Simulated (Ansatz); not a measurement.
# Te2Mo in Ansatz: band structure with r2SCAN

Aim: the band structure of Te2Mo with r2SCAN.

Program: Ansatz 0.2.0. These are calculated values, not measurements. Logs are shortened: lines on timing, memory, paths and dates and some standing lists are left out, and cuts for length are marked.

## Step 1: The slab as given

The cell holds a slab with vacuum, 12 atoms: a = 3.561 Å, b = 3.561 Å, c = 38.990 Å, α = 90.00°, β = 90.00°, γ = 120.00°.

## Step 2: Band structure, r2SCAN

Contents of input.yaml:

```yaml
crystal:
  lattice:
    - [3.5613831954, 0.0, 0.0]
    - [-1.7806915977, 3.0842483198, 0.0]
    - [0.0, 0.0, 38.99026814]
  atoms:
    - { symbol: Te, position: [0.3333333333, 0.6666666667, 0.32822317] }
    - { symbol: Te, position: [0.3333333333, 0.6666666667, 0.95181809] }
    - { symbol: Te, position: [0.6666666667, 0.3333333333, 0.14008092] }
    - { symbol: Te, position: [0.6666666667, 0.3333333333, 0.76363067] }
    - { symbol: Te, position: [0.6666666667, 0.3333333333, 0.04818191] }
    - { symbol: Te, position: [0.6666666667, 0.3333333333, 0.67177683] }
    - { symbol: Te, position: [0.3333333333, 0.6666666667, 0.23636933] }
    - { symbol: Te, position: [0.3333333333, 0.6666666667, 0.85991908] }
    - { symbol: Mo, position: [0.6666666667, 0.3333333333, 0.282338] }
    - { symbol: Mo, position: [0.6666666667, 0.3333333333, 0.90585884] }
    - { symbol: Mo, position: [0.3333333333, 0.6666666667, 0.09414116] }
    - { symbol: Mo, position: [0.3333333333, 0.6666666667, 0.717662] }
hamiltonian:
  xc: r2scan
  pseudopotentials: { kind: paw }
kpoints:
  mp_grid: { grid: [9, 9, 1] }
  band_path:
    path:
      - [[0.0, 0.0, 0.0], [0.5, 0.0, 0.0], [0.3333333333, 0.3333333333, 0.0], [0.0, 0.0, 0.0], [0.0, 0.0, 0.5], [0.5, 0.0, 0.5], [0.3333333333, 0.3333333333, 0.5], [0.0, 0.0, 0.5]]
      - [[0.5, 0.0, 0.5], [0.5, 0.0, 0.0]]
      - [[0.3333333333, 0.3333333333, 0.0], [0.3333333333, 0.3333333333, 0.5]]
    npoints: 10
scf:
  occupations: { method: fermi_dirac, width: 0.05 }
  n_extra_bands: 30
output:
  forces: true
  stress: true
  eigenvalues: true
  fatbands: true
```

Potentials or basis: Ansatz PAW.

The run is started by

```
$ ansatz run input.yaml --threads 4 --pin off --max-ram 11264MiB --backend cpu --events-out ev --progress --plain --runs-dir out
```

Standard output:

```text
Warning: RAYON_NUM_THREADS=4 ignored (pool sized by the plan → 4); use --threads N
scf.n_extra_bands = 30 over 92 filled bands (N_el = 184.0): the run solves 122 bands
Engine: ansatz 0.2.0, aarch64-unknown-linux-gnu
Pseudopotentials: kind: paw
Pseudopotential: Te, paw, valence charge 16, recommended cutoff 500 eV (meta_gga), Te.paw.azcp
Pseudopotential: Mo, paw, valence charge 14, recommended cutoff 500 eV (meta_gga), Mo.paw.azcp
Functional definition: r2SCAN
  parameter k0 = 0.174
  parameter k1 = 0.065
  parameter a1 = 4.9479
  exchange = r2scan_x(k0 = k0, k1 = k1, a1 = a1)
  correlation = r2scan_c
Crystal: 12 atoms, lattice volume = 428.277 Å³
Basis set: ecut = 500 eV, 10979 PW (Γ), exchange–correlation on 108×108×1152 points (64 copies of the dense FFT grid, shifted against one another)
Bands: 122, of which v1, the nominal top of the filled ones, is band 92 counted from 1 (91 counted from 0)
Symmetry: 12 space group operations
Space group: P-3m1 (ITA 164), of the structure as read, at distance tolerance 7.5e-5 Å
k-points: 12 of 81
Non-local potential: Te, projectors of the file, l = 0: 2, l = 1: 2, l = 2: 2, l = 3: 2
Non-local potential: Mo, projectors of the file, l = 0: 3, l = 1: 2, l = 2: 2, l = 3: 1
PAW form: soft (Blöchl's): semilocal exchange-correlation on the pseudo side does not see the compensation charge
PAW frozen core: Te, regenerated for the run's functional (the file was generated under x = pbe(κ = 0.804, μ = 0.2195149727645171), c = pbe(β = 0.06672455060314922))
PAW frozen core: Mo, regenerated for the run's functional (the file was generated under x = pbe(κ = 0.804, μ = 0.2195149727645171), c = pbe(β = 0.06672455060314922))
PAW one-centre angular grid: Te, 590 points (default); XC on 160 Gauss nodes
PAW one-centre angular grid: Mo, 590 points (default); XC on 160 Gauss nodes
Initial density: superposition of atomic densities (neutral atoms: chi_scale 0, normalization atom), corrected by the library's trained network
Initial wavefunctions: pseudopotential atomic-orbital guess
Functional: x = r2scan, c = r2scan; τ floored in thin density (d = 2e-4 eV/Å³)
SCF iter   1: F=—  HF=-75832.433586 eV  |F-HF|=—  |Δ(HF+E_count)|=         —  Δρ=6.81e-3  dr2=4.03e-1  dr2_τ=7.71e-2  ethr=1.77e-3  ⟨swp⟩=7.1  Hψ=6006  notcnv=0  defer=107
preconditioner: auto → Resta (q_TF=auto, 2.370 Å⁻¹)  ε∞=3.8  [insulator: Δε(μ)=1.004 eV  Ē_g=9.166 eV  σ=0.050 eV  W_gap=1.00  n_scr=118 (ndim 8)  ℏωp=15.2 eV  f_vac=0.274  D(μ)=0.00/eV (n_scr^D=0)  ε∞_Penn≈3.8  vacuum switching on, ρ_ref=6.1e-3 e/Å³]
SCF iter   2: F=—  HF=-75832.554858 eV  |F-HF|=—  |Δ(HF+E_count)|=   1.21e-1  Δρ=4.89e-3  dr2=2.49e-1  dr2_τ=3.02e-2  ethr=2.19e-4  ⟨swp⟩=3.0  Hψ=2435  notcnv=0  defer=192
SCF iter   3: F=—  HF=-75832.535083 eV  |F-HF|=—  |Δ(HF+E_count)|=   1.98e-2  Δρ=2.48e-3  dr2=9.63e-3  dr2_τ=6.79e-4  ethr=1.35e-4  ⟨swp⟩=2.2  Hψ=1776  notcnv=0  defer=194
SCF iter   4: F=—  HF=-75832.548878 eV  |F-HF|=—  |Δ(HF+E_count)|=   1.38e-2  Δρ=4.95e-4  dr2=4.27e-3  dr2_τ=1.75e-4  ethr=5.23e-6  ⟨swp⟩=3.0  Hψ=2686  notcnv=0  defer=194
SCF iter   5: F=—  HF=-75832.548609 eV  |F-HF|=—  |Δ(HF+E_count)|=   2.69e-4  Δρ=1.63e-4  dr2=6.68e-4  dr2_τ=1.11e-5  ethr=2.32e-6  ⟨swp⟩=2.0  Hψ=1540  notcnv=0  defer=194
SCF iter   6: F=—  HF=-75832.548603 eV  |F-HF|=—  |Δ(HF+E_count)|=   5.23e-6  Δρ=6.02e-5  dr2=1.54e-5  dr2_τ=8.81e-7  ethr=3.63e-7  ⟨swp⟩=2.0  Hψ=1605  notcnv=0  defer=194
SCF iter   7: F=—  HF=-75832.548863 eV  |F-HF|=—  |Δ(HF+E_count)|=   2.60e-4  Δρ=2.71e-5  dr2=7.47e-6  dr2_τ=3.94e-7  ethr=8.39e-9  ⟨swp⟩=2.2  Hψ=1964  notcnv=0  defer=194
SCF iter   8: F=—  HF=-75832.548865 eV  |F-HF|=—  |Δ(HF+E_count)|=   1.52e-6  Δρ=1.45e-5  dr2=2.58e-6  dr2_τ=1.73e-7  ethr=4.06e-9  ⟨swp⟩=2.0  Hψ=1615  notcnv=0  defer=194
SCF iter   9: F=—  HF=-75832.548865 eV  |F-HF|=—  |Δ(HF+E_count)|=   3.44e-7  Δρ=4.78e-6  dr2=2.62e-7  dr2_τ=2.87e-9  ethr=1.40e-9  ⟨swp⟩=2.0  Hψ=1552  notcnv=0  defer=194
SCF iter  10: F=—  HF=-75832.548865 eV  |F-HF|=—  |Δ(HF+E_count)|=   1.47e-7  Δρ=2.75e-6  dr2=2.04e-7  dr2_τ=2.82e-9  ethr=5.43e-11  ⟨swp⟩=15.9  Hψ=8293  notcnv=0
SCF iter  11: F=-75832.548865 eV  HF=-75832.548865 eV  |F-HF|=2.85e-9  |Δ(HF+E_count)|=   2.97e-9  Δρ=8.03e-7  dr2=3.42e-9  dr2_τ=1.27e-10  ethr=5.43e-11  ⟨swp⟩=4.7  Hψ=4225  notcnv=0
SCF 1 converged in 11 iterations: F = -75832.548865 eV  dr2 = 3.42e-9
NSCF: frozen V_eff on 93 k-points
SCF converged after 11 iterations
Free energy (F): -75832.548865 eV
Harris-Foulkes:  -75832.548865 eV  (|F-HF|=2.85e-9)
Internal energy: -75832.548861 eV  (E = F + TS)
E sigma→0 (E₀):  -75832.548863 eV
Entropy (-TS):   -0.000005 eV (-0.000 meV/atom)
Fermi energy:    7.588214 eV
--- Per-component energies (eV) ---
  E_band       = -3388.554926
  E_kinetic    = 3207.400317
  E_local      = -137469.585353  (includes V_loc(G=0)·N_el)
  E_nonlocal   = -1907.336340
  E_hartree    = 69146.041456
  E_xc         = -1635.495157
  E_vxc        = -1917.818811  (∫ρ·V_xc dr)
  E_paw        = -50364.688686  (= ΣΔE_a)
  E_vpaw       = -3715.582990  (= ΣTr[D̂ρ^β])
  E_aug_tail   = -0.000321  (compensation charges beyond the density's cutoff)
  E_vtau       = 122.290010  (kinetic-family band-sum trace: ∫τ·v_τ [+ j·A + Jᵃ·Aᵃ] dr)
  E_ewald      = 43189.721196
  E_core_change = 1.394029  (= ΣΔE_core)
  E_smearing   = -0.000005  (= −TS)
  E_closure    = 0.000000  (closes the sum)
  Σ components = -75832.548865   (vs F -75832.548865, Δ=0.00e0)
--- Forces (eV/Å), atoms counted from 1 ---
  atom   1  Te    -0.00000000     0.00000000    -0.00794921
  atom   2  Te     0.00000000     0.00000000    -0.02579922
  atom   3  Te     0.00000000    -0.00000000    -0.01762229
  atom   4  Te     0.00000000    -0.00000000    -0.02425586
  atom   5  Te     0.00000000    -0.00000000     0.02579922
  atom   6  Te    -0.00000000    -0.00000000     0.00794921
  atom   7  Te     0.00000000     0.00000000     0.02425586
  atom   8  Te    -0.00000000     0.00000000     0.01762229
  atom   9  Mo     0.00000000    -0.00000000    -0.01005580
  atom  10  Mo    -0.00000000    -0.00000000     0.00815040
  atom  11  Mo    -0.00000000     0.00000000    -0.00815040
  atom  12  Mo     0.00000000     0.00000000     0.01005580
  max |Σ_I F_I| component: 4.63e-18 eV/Å
--- Stress (GPa, compression-positive) ---
        0.027107      -0.000000       0.000000
        0.000000       0.027107      -0.000000
        0.000000      -0.000000      -0.049930
  P = ⅓ Tr σ = 0.0014 GPa (0.014 kbar)
--- Band table (eV; the first three rows and the last of 12) ---
  k-point 0: bands = ["-55.6447", "-55.6447", "-55.6419", "-55.6419", "-30.4072", "-30.4072", "-30.4071", "-30.4071", "-30.4022", "-30.4022", "-30.4022", "-30.4022", "-30.3888", "-30.3888", "-30.3888", "-30.3888", "-30.3837", "-30.3837", "-30.3837", "-30.3837", "-30.3329", "-30.3329", "-30.3327", "-30.3327", "-30.3269", "-30.3269", "-30.3269", "-30.3269", "-30.3192", "-30.3192", "-30.3190", "-30.3190", "-30.3121", "-30.3121", "-30.3121", "-30.3121", "-30.3043", "-30.3040", "-30.2979", "-30.2979", "-30.2936", "-30.2933", "-30.2853", "-30.2853", "-29.0472", "-29.0472", "-29.0444", "-29.0444", "-28.9261", "-28.9261", "-28.9261", "-28.9261", "-28.9232", "-28.9232", "-28.9232", "-28.9232", "-6.1551", "-6.1150", "-6.0636", "-6.0221", "-5.1510", "-5.0765", "-4.9930", "-4.9323", "1.4631", "1.6603", "1.9277", "2.1647", "4.5359", "4.9531", "5.1965", "5.1965", "5.1990", "5.1990", "5.2017", "5.2017", "5.2033", "5.2033", "5.4848", "6.0045", "6.0045", "6.0098", "6.0098", "6.0156", "6.0156", "6.0193", "6.0193", "6.0209", "6.4027", "6.7531", "6.9498", "7.0476", "10.1341", "10.1341", "10.1523", "10.1523", "10.1756", "10.1756", "10.1916", "10.1916", "10.4215", "10.4215", "10.4617", "10.4617", "10.5014", "10.5014", "10.5266", "10.5266", "11.8063", "12.1049", "13.0633", "13.3895", "13.4998", "13.7222", "13.8247", "14.4650", "14.6219", "15.2221", "15.4136", "15.5668", "15.6868", "15.8623"]
  k-point 1: bands = ["-55.6436", "-55.6436", "-55.6409", "-55.6409", "-30.4053", "-30.4052", "-30.4044", "-30.4044", "-30.4003", "-30.4003", "-30.3994", "-30.3994", "-30.3917", "-30.3917", "-30.3866", "-30.3866", "-30.3864", "-30.3864", "-30.3813", "-30.3813", "-30.3341", "-30.3339", "-30.3335", "-30.3333", "-30.3281", "-30.3281", "-30.3276", "-30.3276", "-30.3232", "-30.3230", "-30.3194", "-30.3192", "-30.3161", "-30.3161", "-30.3124", "-30.3124", "-30.3033", "-30.3030", "-30.2969", "-30.2969", "-30.2922", "-30.2919", "-30.2840", "-30.2840", "-29.0373", "-29.0373", "-29.0345", "-29.0345", "-28.9426", "-28.9426", "-28.9397", "-28.9397", "-28.9288", "-28.9288", "-28.9259", "-28.9259", "-5.9809", "-5.9412", "-5.8903", "-5.8490", "-5.0284", "-4.9561", "-4.8756", "-4.8173", "1.6502", "1.8437", "2.1079", "2.3442", "4.3752", "4.7046", "4.8198", "4.8263", "4.8325", "4.8387", "5.0707", "5.2878", "5.3330", "5.3371", "5.3416", "5.3447", "5.7756", "5.7827", "5.7904", "5.7957", "6.0009", "6.0417", "6.1448", "6.3841", "6.4384", "6.8026", "6.8802", "6.9173", "9.6350", "9.6382", "9.6423", "9.6453", "9.6733", "9.7124", "9.7498", "9.7696", "10.0432", "10.0797", "10.1302", "10.1792", "10.2752", "10.3175", "10.3515", "10.3706", "12.0241", "12.3377", "13.4020", "13.8475", "14.0752", "14.3791", "14.4078", "14.6981", "14.7829", "15.3303", "15.4161", "15.9992", "16.0121", "16.0626"]
  k-point 2: bands = ["-55.6411", "-55.6411", "-55.6383", "-55.6383", "-30.4004", "-30.4003", "-30.4002", "-30.4002", "-30.3976", "-30.3976", "-30.3962", "-30.3962", "-30.3943", "-30.3943", "-30.3925", "-30.3925", "-30.3804", "-30.3803", "-30.3753", "-30.3753", "-30.3370", "-30.3368", "-30.3349", "-30.3347", "-30.3318", "-30.3316", "-30.3310", "-30.3310", "-30.3297", "-30.3297", "-30.3240", "-30.3240", "-30.3200", "-30.3197", "-30.3130", "-30.3130", "-30.3010", "-30.3008", "-30.2945", "-30.2945", "-30.2888", "-30.2885", "-30.2806", "-30.2806", "-29.0127", "-29.0127", "-29.0098", "-29.0098", "-28.9841", "-28.9841", "-28.9813", "-28.9813", "-28.9356", "-28.9356", "-28.9327", "-28.9327", "-5.4888", "-5.4509", "-5.4021", "-5.3624", "-4.6832", "-4.6182", "-4.5470", "-4.4961", "2.1282", "2.3028", "2.5448", "2.7656", "3.8599", "3.8658", "3.8847", "3.9367", "3.9629", "4.1394", "4.2909", "4.3672", "5.2830", "5.2928", "5.3042", "5.3126", "5.6741", "5.6984", "5.7078", "5.7182", "5.7253", "5.7947", "5.9862", "6.1997", "6.2747", "6.4054", "6.4289", "6.4349", "8.6583", "8.7523", "8.8767", "9.0005", "9.2535", "9.3407", "9.3726", "9.3852", "9.4397", "9.4811", "9.5277", "9.6630", "10.4968", "10.5616", "10.6314", "10.6796", "12.5771", "12.8549", "13.7354", "14.0061", "14.1238", "14.3959", "14.5381", "14.8218", "14.8795", "14.9723", "15.0096", "15.1268", "15.2489", "15.4270"]
  k-point 11: bands = ["-55.6348", "-55.6348", "-55.6321", "-55.6321", "-30.4180", "-30.4180", "-30.4128", "-30.4128", "-30.3895", "-30.3893", "-30.3841", "-30.3841", "-30.3772", "-30.3772", "-30.3764", "-30.3764", "-30.3721", "-30.3721", "-30.3713", "-30.3713", "-30.3560", "-30.3558", "-30.3502", "-30.3502", "-30.3390", "-30.3390", "-30.3333", "-30.3333", "-30.3248", "-30.3248", "-30.3248", "-30.3245", "-30.3180", "-30.3180", "-30.3180", "-30.3180", "-30.2991", "-30.2991", "-30.2925", "-30.2925", "-30.2810", "-30.2810", "-30.2732", "-30.2732", "-29.0453", "-29.0453", "-29.0427", "-29.0427", "-28.9901", "-28.9901", "-28.9871", "-28.9871", "-28.9553", "-28.9553", "-28.9521", "-28.9521", "-3.7544", "-3.7544", "-3.7487", "-3.7487", "-3.4802", "-3.4802", "-3.4730", "-3.4730", "2.2807", "2.3124", "2.3523", "2.3839", "2.4343", "2.4343", "2.4503", "2.4503", "3.0100", "3.0600", "3.1144", "3.1526", "3.6879", "3.6879", "3.8162", "3.8162", "3.9783", "3.9783", "4.1110", "4.1110", "5.1605", "5.1605", "5.1923", "5.1923", "6.9580", "6.9909", "7.0320", "7.0636", "8.1417", "8.1417", "8.1442", "8.1442", "8.7836", "8.9525", "9.1622", "9.3302", "9.6140", "9.6140", "9.6448", "9.6448", "11.1201", "11.1201", "11.2257", "11.2257", "11.8490", "12.1593", "12.5467", "12.6826", "12.6826", "12.8778", "12.8909", "12.8909", "14.8685", "14.8685", "15.2480", "15.2480", "15.4529", "15.8454"]
```

It took 3.2 min on 4 threads of Arm Neoverse V1, shared host; peak memory 3.9 GiB.

What came out:

```yaml
Free_energy: -75832.5489 eV
Largest_force: 0.026 eV/Å
Band_gap_on_the_k_mesh: 1.08 eV, direct
Band_gap_along_the_path: 1.08 eV, direct
```

Forces in eV/Å, atoms in the order of the input:
```
Te   0.000  0.000 -0.008
Te   0.000  0.000 -0.026
Te   0.000  0.000 -0.018
Te   0.000  0.000 -0.024
Te   0.000  0.000  0.026
Te   0.000  0.000  0.008
Te   0.000  0.000  0.024
Te   0.000  0.000  0.018
Mo   0.000  0.000 -0.010
Mo   0.000  0.000  0.008
Mo   0.000  0.000 -0.008
Mo   0.000  0.000  0.010
```

Levels at the corners of the path, in eV from the valence-band top:
| point | band 89 | band 90 | band 91 | band 92 | band 93 | band 94 | band 95 | band 96 |
| --- | --- | --- | --- | --- | --- | --- | --- | --- |
| Γ | -0.66 | -0.31 | -0.11 | -0.02 | 3.07 | 3.07 | 3.09 | 3.09 |
| M | -0.58 | -0.54 | -0.49 | -0.46 | 1.40 | 1.41 | 1.42 | 1.43 |
| K | -0.11 | -0.07 | -0.03 | 0.00 | 1.08 | 1.08 | 1.08 | 1.08 |
| Γ | -0.66 | -0.31 | -0.11 | -0.02 | 3.07 | 3.07 | 3.09 | 3.09 |
| A | -0.66 | -0.31 | -0.11 | -0.02 | 3.07 | 3.07 | 3.09 | 3.09 |
| L | -0.58 | -0.54 | -0.49 | -0.46 | 1.40 | 1.41 | 1.42 | 1.43 |
| H | -0.11 | -0.07 | -0.03 | 0.00 | 1.08 | 1.08 | 1.08 | 1.08 |
| A | -0.66 | -0.31 | -0.11 | -0.02 | 3.07 | 3.07 | 3.09 | 3.09 |
| L | -0.58 | -0.54 | -0.49 | -0.46 | 1.40 | 1.41 | 1.42 | 1.43 |
| M | -0.58 | -0.54 | -0.49 | -0.46 | 1.40 | 1.41 | 1.42 | 1.43 |
| K | -0.11 | -0.07 | -0.03 | 0.00 | 1.08 | 1.08 | 1.08 | 1.08 |
| H | -0.11 | -0.07 | -0.03 | 0.00 | 1.08 | 1.08 | 1.08 | 1.08 |

Caveat: spin-orbit coupling is left out, which moves the levels of the heavy elements; the PAW data sets come from PBE, with cores solved anew for the run's functional, which leaves a small shift of forces and pressure.
